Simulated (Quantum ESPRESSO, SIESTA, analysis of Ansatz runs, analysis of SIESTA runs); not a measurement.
# V_Cl in SrCl2 (Fm-3m): how far do the levels depend on the basis, the mesh and the program? (SIESTA and Quantum ESPRESSO), part 5 of 6

We place the charge-transition levels of V_Cl in SrCl2 (Fm-3m) with atom-centred orbitals, then repeat the energies at other levels of method to see what holds. Model: a cell of 54 host atoms with 1 Cl taken out.

SIESTA and Quantum ESPRESSO ; SIESTA numerical-orbital DFT, PBEsol, DZP basis, PseudoDojo 0.4.1 potentials converted to PSML; charged supercells in a uniform background, point-charge correction with alignment at far sites.

So far. Step 9 (SIESTA, PBEsol, TZP, mesh 300 Ry, energy shift 0.005 …): Against the first level the gap goes from 5.00 to 5.01 eV, and the level that moves most, (0/−1), from 4.70 to 4.72 eV. Step 10 (SIESTA, PBEsol, DZP, mesh 300 Ry, energy shift 0.005 …): Against the first level the gap goes from 5.00 to 5.00 eV, and the level that moves most, (+1/0), from 4.20 to 4.29 eV.

## (11) SIESTA, PBEsol, DZP, mesh 180 Ry, energy shift 0.005 Ry, with orbitals at the vacancy, k = ¼

Level of this step: SIESTA numerical-orbital DFT, PBEsol, DZP basis, PseudoDojo 0.4.1 potentials converted to PSML; single point of a defect supercell at fixed charge in a uniform background (SIESTA).

The real-space mesh goes from 300 to 180 Ry on the same structures. Too coarse a mesh makes energies depend on where atoms sit against the grid.

The input, defect.fdf:

```
SystemName                      Sr18Cl35
SystemLabel                     defect
NumberOfSpecies                 3
NumberOfAtoms                   54
%block ChemicalSpeciesLabel
  1   38 Sr
  2   17 Cl
  3  -17 Cl_ghost
%endblock ChemicalSpeciesLabel
LatticeConstant                 1.0 Ang
%block LatticeVectors
     0.000096000     6.977178000     6.977178000
    10.465767000     0.000144000    10.465767000
    10.465767000    10.465767000     0.000144000
%endblock LatticeVectors
AtomicCoordinatesFormat         Fractional
%block AtomicCoordinatesAndAtomicSpecies
     0.000596812    -0.000199510    -0.000278244  1
     0.371569996     0.252378223     0.252217697  2
     0.127092041     0.082107639     0.081904879  2
[... 2 atom lines left out ...]
     0.124283909     0.082937540     0.417191602  2
[... 5 atom lines left out ...]
     0.124352133     0.417230969     0.082838549  2
[... 1 atom line left out ...]
     0.368444450     0.588181625     0.587854458  2
[... 26 atom lines left out ...]
     0.874379352     0.583985343     0.583934988  2
[... 1 atom line left out ...]
     0.875113981     0.583917939     0.915897220  2
[... 5 atom lines left out ...]
     0.875224844     0.915868889     0.583906233  2
[... 4 atom lines left out ...]
     0.624999821     0.416666547     0.416666547  3
%endblock AtomicCoordinatesAndAtomicSpecies
%block kgrid.MonkhorstPack
    1   0   0  0.25
    0   1   0  0.25
    0   0   1  0.25
%endblock kgrid.MonkhorstPack
XC.Functional                   GGA
XC.Authors                      PBEsol
PAO.BasisSize                   DZP
PAO.EnergyShift                 0.005 Ry
Mesh.Cutoff                     180 Ry
NetCharge                       -1.0
OccupationFunction              FD
ElectronicTemperature           0.01 eV
MaxSCFIterations                150
SCF.MustConverge                true
SCF.Mixer.Method                Pulay
SCF.Mixer.Weight                0.2
SCF.Mixer.History               10
SCF.DM.Tolerance                1.0e-4
SCF.H.Tolerance                 1.0e-3 eV
WriteForces                     true
Charge.Mulliken                 end
SaveRho                         true
SaveElectrostaticPotential      true
Charge.Hirshfeld                end
Charge.Voronoi                  end
```

The run is started by

```console
> OMP_NUM_THREADS=1 siesta defect.fdf > defect.out
```

The log of the run:

```text
Version         : 5.4.2

                           ***********************
                           *  WELCOME TO SIESTA  *
                           ***********************

[...]
reinit: Reading from file defect.fdf

reinit: -----------------------------------------------------------------------
reinit: System Name: Sr18Cl35
reinit: -----------------------------------------------------------------------
reinit: System Label: defect
reinit: -----------------------------------------------------------------------

initatom: Reading input for the pseudopotentials and atomic orbitals ----------
Species number:   1 Atomic number:   38 Label: Sr
Species number:   2 Atomic number:   17 Label: Cl
Species number:   3 Atomic number:  -17 Label: Cl_ghost (floating PAOs)

[... pseudopotential checks and orbital generation ...]

prinput: Basis input

PAO.BasisType split

%block ChemicalSpeciesLabel
    1   38 Sr                      # Species index, atomic number, species label
    2   17 Cl                      # Species index, atomic number, species label
    3  -17 Cl_ghost                # Species index, atomic number, species label
%endblock ChemicalSpeciesLabel

%block PAO.Basis                 # Define Basis set
# WARNING: This information might be incomplete!
Sr                    4                    # Species label, number of l-shells
 n=4   0   1                         # n, l, Nzeta
   3.737
   1.000
 n=5   0   2                         # n, l, Nzeta
   9.543      7.081
   1.000      1.000
 n=4   1   1                         # n, l, Nzeta
   4.413
   1.000
 n=5   1   1                         # n, l, Nzeta
   9.543
   1.000
Cl                    2                    # Species label, number of l-shells
 n=3   0   2                         # n, l, Nzeta
[...]
2    0.014587   -0.000889   -0.001747
     3   -0.006011    0.012325    0.009863
[...]
53    0.005299   -0.000660    0.000462
    54    0.001746   -0.000390   -0.000784
   Tot    0.028092    0.014519    0.014632
   Max    0.019299
   Res    0.006167    sqrt( Sum f_i^2 / 3N )
   Max    0.019299    constrained
[...]
Stress tensor Voigt[x,y,z,yz,xz,xy] (kbar):        0.14       -0.10       -0.09       -0.20       -0.11       -0.11
(Free)E + p*V (eV/cell)   -32432.3735
Target enthalpy (eV/cell)   -32432.3898
[...]
siesta: Final energy (eV):
siesta:  Band Struct. =   -7156.661322
siesta:       Kinetic =    9813.784746
siesta:       Hartree =    5731.854655
siesta:         Exch. =   -7647.238757
siesta:         Corr. =    -687.860683
siesta:   Exch.-corr. =   -8335.099440
siesta:  Ion-electron =  -21631.033958
siesta:       Ion-ion =  -18011.895784
siesta:         Total =  -32432.389780
siesta:         Fermi =      -2.066359
[...]
siesta: Stress tensor (static) (eV/Ang**3):
siesta:     0.000088   -0.000071   -0.000070
siesta:    -0.000071   -0.000062   -0.000124
siesta:    -0.000070   -0.000124   -0.000059
[...]
siesta: Cell volume =       1528.420868 Ang**3
[...]
siesta: Pressure (static):
siesta:                Solid            Molecule  Units
siesta:           0.00000012          0.00000102  Ry/Bohr**3
siesta:           0.00001064          0.00009369  eV/Ang**3
siesta:           0.01705302          0.15010984  kBar
[...]
mulliken: Qtot =      426.000

Mulliken Atomic Populations:
Atom #   charge [q] valence [e]  Species
     1     0.967816    9.032184  Sr
     2    -0.466603    7.466603  Cl
     3    -0.498417    7.498417  Cl
     4     0.957015    9.042985  Sr
     5    -0.487498    7.487498  Cl
[...]
7     0.966023    9.033977  Sr
[...]
48     0.693364    9.306636  Sr
[...]
51     0.966377    9.033623  Sr
    52    -0.498022    7.498022  Cl
    53    -0.497329    7.497329  Cl
    54     6.907984    0.092016  Cl_ghost
 Total     6.000000

[...]
Job completed
```

Wall time 93 s (1 MPI rank of Intel Xeon Platinum 8175M at 2.50GHz (Skylake/Cascade Lake), shared host); peak memory 0.9 GiB.

On the kept structures the largest force at this level is 0.03 eV/Å, so they are close to rest here too.

By state, in eV; the first energy still holds the atoms taken out or put in:

| charge | moment (μB) | energy over the host, electrons at the valence top | point-charge term | potential shift at far sites | its spread | correction |
| --- | --- | --- | --- | --- | --- | --- |
| −1 | 0 | 453.822 | 0.224 | 0.036 | 0.072 | 0.188 |
| 0 | 1 | 449.310 | 0.000 | - | - | 0.000 |
| +1 | 0 | 444.883 | 0.224 | -0.001 | 0.081 | 0.223 |

Against the first level the gap goes from 5.00 to 5.00 eV, and the level that moves most, (0/−1), from 4.70 to 4.70 eV.

[end of part 5 of 6]

[Logs are printed without paths, hosts, clocks, repeated set-up lines and the standing remarks that a program may print on its own settings, such as how far it seeks lower states.]

[Hosts, paths, dates, database ids (printed as entryN), source tags and the programs' standing remarks are cut or masked in the printed files.]

[For some hosts the program warned that the k-mesh of the response run may be too coarse for force constants and the static dielectric constant; such warnings are not shown here.]

[Charge tables in the logs are Mulliken or Hirshfeld populations, whose sizes and signs can differ; where basis functions stand at a vacancy, SIESTA counts their charge against the missing atom's valence.]

[In relaxation paths of CP2K, step 0 can be the structure after the first move, since the trajectory file begins there, and the last row can be the final structure solved once more.]
